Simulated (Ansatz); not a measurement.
## The polar optical mode of BN at 35 GPa, worked through

The calculation used DFT PBE, scalar-relativistic, plane waves, PAW (Ansatz 0.2.0). Cutoff 420 eV, 12×12×12 k-points (Γ-centred), fixed occupations. No spin polarisation. Phonons by linear response, acoustic sum rule imposed.

The cell, relaxed at 35 GPa:
```
CELL_PARAMETERS angstrom
0.00000 1.76397 1.76397
1.76397 0.00000 1.76397
1.76397 1.76397 0.00000
ATOMIC_POSITIONS crystal
B 0.00000 0.00000 0.00000
N 0.75000 0.75000 0.75000
```

Other phases may be more stable at this pressure.

Linear response gives ν_TO = 1133.5 cm⁻¹, Born charges ±1.876 e (positive on B) and ε∞ = 4.539. The primitive cell holds 10.977 Å³, and the masses are 10.810 and 14.007 amu.

Task: Find ν_LO and the static dielectric constant.

Result: The long-wave field adds a restoring force: ω_LO² − ω_TO² = Z*²e²/(ε_vac ε∞ μV). In these units ν_LO² − ν_TO² = 4.92064×10⁷ Z*²/(μ V ε∞) cm⁻², with μ = m₁m₂/(m₁ + m₂) = 6.101 amu: 569622 cm⁻². So ν_LO = √(1133.5² + 569622) = 1361.8 cm⁻¹, and the run gives 1361.8. Lyddane–Sachs–Teller then gives ε0 = ε∞ (ν_LO/ν_TO)² = 6.55, against 6.55 in the run (it forms both from the same three quantities, so the match checks the arithmetic only). Between ν_TO and ν_LO the dielectric function is negative and an undamped crystal reflects fully: a reststrahlen band from 7.3 to 8.8 μm.

Task: What do the Clausius–Mossotti polarisability and the Szigeti charge come to?

Result: With the Lorentz local field, α = (3V/4π)(ε∞ − 1)/(ε∞ + 2) = 1.42 Å³ for the pair, and e_S = 3Z*/(ε∞ + 2) = 0.86 e. The Born charge includes the electrons' response to the dipole's own local field, and e_S takes that enhancement out. The Lorentz field assumes point-like polarisable ions, a poor picture once ε∞ is this large, since the electron clouds then overlap or are shared, so both numbers are formal here.

Task: How strongly does a slow electron couple to the LO mode?

Result: For one isotropic parabolic band, Fröhlich's constant is α_F = (1/ε∞ − 1/ε0) √(m* Ry/ħω_LO), with Ry = 13.606 eV, ħω_LO = 168.8 meV and m* in free-electron masses: α_F = 0.0677 × 8.98 × √m* = 0.61 √m*. The band mass isn't part of this run; for m* = 0.1, 0.3 and 1 it gives 0.19, 0.33, 0.61. In weak coupling the polaron lies α_F ħω_LO below the band edge (56 meV at m* = 0.3) with a mass m*(1 + α_F/6); past α_F of about 5 or 6 that expansion fails. A semilocal functional's ε∞ tends to be too large, which taken alone lowers α_F.

Cost: 1 run of about 0.21 core-minutes, on Intel Xeon Platinum 8259CL (Skylake/Cascade Lake) (shared hosts).

Zinc-blende BN at this pressure comes out as a stiff covalent crystal with a strongly polar optical mode. Short, directional B–N bonds and two light atoms put ν_TO at 1133.5 cm⁻¹, while the electronegativity difference lets charge shift along the bonds as the sublattices move, giving the large Born charge. That charge is a dynamical response and doesn't measure static ionicity.

The same charge has two unequal effects. Light masses and a small cell help the long-range field lift the LO mode well above the TO mode, yet the stiff bonds allow little displacement in a static field, so ε0 rises only from 4.539 to 6.55 and screening stays mainly electronic. This modest lattice polarisability, together with the high LO phonon energy, keeps the Fröhlich coupling weak to moderate for the masses tried. In cubic BN the conduction-band minimum lies near X, where the mass is anisotropic, so a single m* is probably only an effective average for electrons. With one volume computed, the results don't show how compression changes the splitting or the coupling.
